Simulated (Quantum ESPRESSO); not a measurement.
# 2H-MoS2, 1 layer, rectangular cell: a series in strain along the second axis, part 3 of 7

What law, if any, do the results for 2H-MoS2, 1 layer, rectangular cell follow against strain along the second axis?

Quantum ESPRESSO 7.5; plane-wave DFT, PBE, GBRV ultrasoft pseudopotentials.

So far. Step 2 (Relaxing cell and ions of the reference):  The last row is no step: it is a fresh SCF in the final cell with a new plane-wave basis, -0 meV from the row before. Step 3 (Relaxation with pw.x, -4 %): The relaxation lowers the energy by 4 meV an atom.

### 4. SCF with pw.x, -4 %

The self-consistent run of this member.

File m0.scf.in:

```
&control
  prefix = 'm0.scf'
  outdir = './out'
  pseudo_dir = './pseudo'
  calculation = 'scf'
  tprnfor = .true.
/
&system
  ibrav = 0
  nat = 6
  ntyp = 2
  ecutwfc = 40
  ecutrho = 200
  occupations = 'smearing'
  smearing = 'fd'
  degauss = 0.002
  nbnd = 30
/
&electrons
  conv_thr = 1e-09
  mixing_beta = 0.4
  electron_maxstep = 120
  mixing_mode = 'plain'
/
ATOMIC_SPECIES
  S   32.0600  s_pbe_v1.4.uspp.F.UPF
  Mo  95.9500  mo_pbe_v1.uspp.F.UPF
CELL_PARAMETERS angstrom
  3.18307604300000 0.00000000000000 0.00000000000000
  0.00000000000000 5.29275603648000 0.00000000000000
  0.00000000000000 0.00000000000000 18.26259773800000
ATOMIC_POSITIONS crystal
  S   0.999999999900 0.334213019300 0.413279938200
  S   0.500000000000 0.834212888600 0.413279915300
  Mo  0.000000000000 -0.001759260900 0.500000000000
  Mo  0.500000000000 0.498240778400 0.500000000000
  S   0.999999999900 0.334213019300 0.586720061800
  S   0.500000000000 0.834212888600 0.586720084700
K_POINTS automatic
  10 6 1 0 0 0
```

On the command line:

```sh
OMP_NUM_THREADS=1 mpirun -n 4 pw.x -nk 4 -in m0.scf.in > m0.scf.out
```

The log of the run:

```text
[banner, memory and clock lines left out]
Program PWSCF v.7.5 starts
[citation notice left out]

[...]
Message from routine setup:
[...]
bravais-lattice index     =            0
     lattice parameter (alat)  =       6.0151  a.u.
     unit-cell volume          =    2076.2902 (a.u.)^3
     number of atoms/cell      =            6
     number of atomic types    =            2
     number of electrons       =        52.00
     number of Kohn-Sham states=           30
     kinetic-energy cutoff     =      40.0000  Ry
     charge density cutoff     =     200.0000  Ry
     scf convergence threshold =      1.0E-09
     mixing beta               =       0.4000
     number of iterations used =            8  plain     mixing
     Exchange-correlation= SLA  PW   PBE  PBE
                           (   1   4   3   4   0   0   0)

[...]
PseudoPot. # 1 for S  read from file:
     ./pseudo/s_pbe_v1.4.uspp.F.UPF
     Pseudo is Ultrasoft + core correction, Zval =  6.0
     Generated by new atomic code, or converted to UPF format
     Using radial grid of  907 points,  6 beta functions with:
                l(1) =   0
                l(2) =   0
                l(3) =   1
                l(4) =   1
                l(5) =   2
                l(6) =   2
     Q(r) pseudized with  8 coefficients,  rinner =    1.300   1.300   1.300
                                                       1.300   1.300

     PseudoPot. # 2 for Mo read from file:
     ./pseudo/mo_pbe_v1.uspp.F.UPF
     Pseudo is Ultrasoft + core correction, Zval = 14.0
     Generated by new atomic code, or converted to UPF format
     Using radial grid of  889 points,  6 beta functions with:
                l(1) =   0
                l(2) =   0
                l(3) =   1
                l(4) =   1
                l(5) =   2
                l(6) =   2
     Q(r) pseudized with  6 coefficients,  rinner =    1.000   1.000   1.000
                                                       1.000   1.000

     atomic species   valence    mass     pseudopotential
     S                 6.00    32.06000     S ( 1.00)
     Mo               14.00    95.95000     Mo( 1.00)

      4 Sym. Ops. (no inversion) found

[...]
number of k points=    24  Fermi-Dirac smearing, width (Ry)=  0.0020
[...]
Dense  grid:    99353 G-vectors     FFT dimensions: (  27,  45, 160)

     Smooth grid:    70967 G-vectors     FFT dimensions: (  25,  45, 144)

     Initial potential from superposition of free atoms

     starting charge      51.9977, renormalised to      52.0000

     negative rho (up, down):  4.854E-03 0.000E+00
     Starting wfcs are   42 randomized atomic wfcs

     per-process dynamical memory:    88.7 Mb

     Self-consistent Calculation

     iteration #  1     ecut=    40.00 Ry     beta= 0.40
     Davidson diagonalization with overlap
     ethr =  1.00E-02,  avg # of iterations =  2.0

     Threshold (ethr) on eigenvalues was too large:
     Diagonalizing with lowered threshold

     Davidson diagonalization with overlap
     ethr =  3.73E-04,  avg # of iterations =  2.3

     negative rho (up, down):  4.961E-03 0.000E+00

     total energy              =    -375.40275153 Ry
     estimated scf accuracy    <       0.25680667 Ry

     iteration #  2     ecut=    40.00 Ry     beta= 0.40
[...]
negative rho (up, down):  4.933E-03 0.000E+00

[...]
total energy              =    -375.43070937 Ry
     estimated scf accuracy    <       0.13145114 Ry

     iteration #  3     ecut=    40.00 Ry     beta= 0.40
[...]
negative rho (up, down):  4.957E-03 0.000E+00

[...]
total energy              =    -375.45300204 Ry
     estimated scf accuracy    <       0.01299949 Ry

     iteration #  4     ecut=    40.00 Ry     beta= 0.40
[...]
negative rho (up, down):  4.961E-03 0.000E+00

[...]
total energy              =    -375.45352696 Ry
     estimated scf accuracy    <       0.00279020 Ry

     iteration #  5     ecut=    40.00 Ry     beta= 0.40
[...]
negative rho (up, down):  4.946E-03 0.000E+00

[...]
total energy              =    -375.45393798 Ry
     estimated scf accuracy    <       0.00153146 Ry

     iteration #  6     ecut=    40.00 Ry     beta= 0.40
[...]
negative rho (up, down):  4.940E-03 0.000E+00

[...]
total energy              =    -375.45417279 Ry
     estimated scf accuracy    <       0.00001429 Ry

[...]
iteration # 11     ecut=    40.00 Ry     beta= 0.40
[...]
negative rho (up, down):  4.938E-03 0.000E+00

[...]
total energy              =    -375.45420009 Ry
     estimated scf accuracy    <       0.00000020 Ry

     iteration # 12     ecut=    40.00 Ry     beta= 0.40
[...]
negative rho (up, down):  4.939E-03 0.000E+00

[...]
total energy              =    -375.45420018 Ry
     estimated scf accuracy    <       0.00000024 Ry

     iteration # 13     ecut=    40.00 Ry     beta= 0.40
[...]
negative rho (up, down):  4.939E-03 0.000E+00

[...]
total energy              =    -375.45420018 Ry
     estimated scf accuracy    <       0.00000004 Ry

     iteration # 14     ecut=    40.00 Ry     beta= 0.40
[...]
negative rho (up, down):  4.939E-03 0.000E+00

[...]
End of self-consistent calculation

          k = 0.0000 0.0000 0.0000 (  8825 PWs)   bands (ev):

   -61.0700 -61.0152 -35.4048 -35.2451 -35.1443 -35.1141 -34.9896 -34.9238
   -14.4998 -13.2253 -12.3278 -12.2284  -6.1431  -6.0058  -5.2775  -4.3684
    -3.6480  -2.9433  -2.4774  -2.2494  -2.1851  -1.7128  -1.4353  -1.3211
    -0.7631  -0.4781   2.2985   2.5794   2.6929   2.7268

          k = 0.0000 0.1002 0.0000 (  8838 PWs)   bands (ev):

   -61.0663 -61.0189 -35.3736 -35.2384 -35.1511 -35.1058 -34.9981 -34.9571
   -14.3835 -13.1715 -12.5216 -12.3135  -5.9689  -5.8728  -5.0756  -4.2453
    -3.5555  -2.8223  -2.7576  -2.5817  -2.1330  -1.9104  -1.3921  -1.2717
    -0.9584  -0.4950   2.1807   2.4930   2.5603   2.6060

[...]
the Fermi energy is     0.3466 ev

!    total energy              =    -375.45420019 Ry
     estimated scf accuracy    <          8.8E-10 Ry
     smearing contrib. (-TS)   =      -0.00000000 Ry
     internal energy E=F+TS    =    -375.45420019 Ry

     The total energy is F=E-TS. E is the sum of the following terms:
     one-electron contribution =   -2011.45970322 Ry
     hartree contribution      =    1007.95525081 Ry
     xc contribution           =     -72.67341287 Ry
     ewald contribution        =     700.72366509 Ry

     convergence has been achieved in  14 iterations

     negative rho (up, down):  4.939E-03 0.000E+00

     Forces acting on atoms (cartesian axes, Ry/au):

     atom    1 type  1   force =     0.00000000   -0.00003119    0.00016401
     atom    2 type  1   force =     0.00000000   -0.00015113    0.00014044
     atom    3 type  2   force =     0.00000000    0.00018487    0.00000000
     atom    4 type  2   force =     0.00000000    0.00017977    0.00000000
     atom    5 type  1   force =     0.00000000   -0.00003119   -0.00016401
     atom    6 type  1   force =     0.00000000   -0.00015113   -0.00014044

     Total force =     0.000455     Total SCF correction =     0.000099
     SCF correction compared to forces is large: reduce conv_thr to get better values

[...]
```

Elapsed: 55 s, on 4 MPI ranks of Arm Neoverse V1, shared host; peak memory 0.74 GiB.

This step gave:

```
free energy                          : -5108.3146 eV
Fermi energy                         : 0.3466 eV
valence top, on the run's zero       : -0.2458 eV
conduction bottom, on the run's zero : 1.636 eV
gap by band count                    : 1.882 eV
```

### 5. Potential by pp.x, -4 %

plot_num = 11 writes the bare and Hartree potential, from which vacuum levels or, in a crystal, the mean potential are read.

File m0.pot.in:

```
&inputpp
  prefix = 'm0.scf'
  outdir = './out'
  filplot = 'm0.pot.dat'
  plot_num = 11
/
```

On the command line:

```sh
OMP_NUM_THREADS=1 mpirun -n 4 pp.x -in m0.pot.in > m0.pot.out
```

The log of the run:

```text
[banner, memory and clock lines left out]
Program POST-PROC v.7.5 starts

          URL

     ./out/m0.scf.save/

     IMPORTANT: XC functional enforced from input :
     Exchange-correlation= PBE
                           (   1   4   3   4   0   0   0)
     Any further DFT definition will be discarded
     Please, verify this is what you really want

     negative rho (up, down):  4.939E-03 0.000E+00

     Calling punch_plot, plot_num =  11
     Writing data to file  m0.pot.dat
     Message from routine chdens:
     namelist plot not found or invalid, exiting
```

It took 1.1 s on 4 MPI ranks; peak memory 0.11 GiB.

This step gave:

| Quantity | Value |
| --- | --- |
| slope of the potential above | 5.19e-5 eV/Å |
| upper vacuum line continued to the top atoms, over the valence top | 5.880 eV |
| slope of the potential below | -4.06e-5 eV/Å |
| lower vacuum line continued to the bottom atoms, over the valence top | 5.880 eV |
| vacuum level at the upper face over the valence top of the mesh | 5.881 eV |
| vacuum level at the lower face over the valence top of the mesh | 5.881 eV |

Electrostatic potential energy of an electron; zero at the highest filled level of the SCF mesh. Potential energy, planar mean against z:

z (Å), potential energy, planar mean (eV) and a bar from the least value:
```
      0.0        5.9 ##############################
      0.5        5.9 ##############################
      1.0        5.9 ##############################
      1.5        5.9 ##############################
      2.0        5.9 ##############################
      2.5        5.9 ##############################
      3.0        5.9 ##############################
      3.5        5.9 ##############################
      4.0        5.9 ##############################
      4.5        5.9 ##############################
      5.0        5.9 ##############################
      5.5        5.8 ##############################
      6.0        5.5 ##############################
      6.5        3.9 ############################
      7.0       -3.3 ######################
      7.5      -13.6 ############
      8.0       -8.4 #################
      8.5       -9.6 ################
      9.0      -26.8 
      9.5      -19.2 #######
     10.0       -5.8 ###################
     10.5      -12.5 #############
     11.0      -10.1 ###############
     11.5        1.4 ##########################
     12.0        5.0 #############################
     12.5        5.7 ##############################
     13.0        5.8 ##############################
     13.5        5.9 ##############################
     14.0        5.9 ##############################
     14.5        5.9 ##############################
     15.0        5.9 ##############################
     15.5        5.9 ##############################
     16.0        5.9 ##############################
     16.5        5.9 ##############################
     17.0        5.9 ##############################
     17.5        5.9 ##############################
     18.0        5.9 ##############################
```

(Part 3 of 7 ends here.)

[Logs are printed without paths, hosts, clocks, repeated set-up lines and the standing remarks that a program may print on its own settings, such as how far it seeks lower states.]

[Hosts, paths, dates, database ids (printed as entryN), source tags and the programs' standing remarks are cut or masked in the printed files.]

[Maps of the electrostatic potential energy from Ansatz leave out the sawtooth potential of an applied field or a dipole correction, so their vacuum need not be flat; planar profiles and work functions include it.]
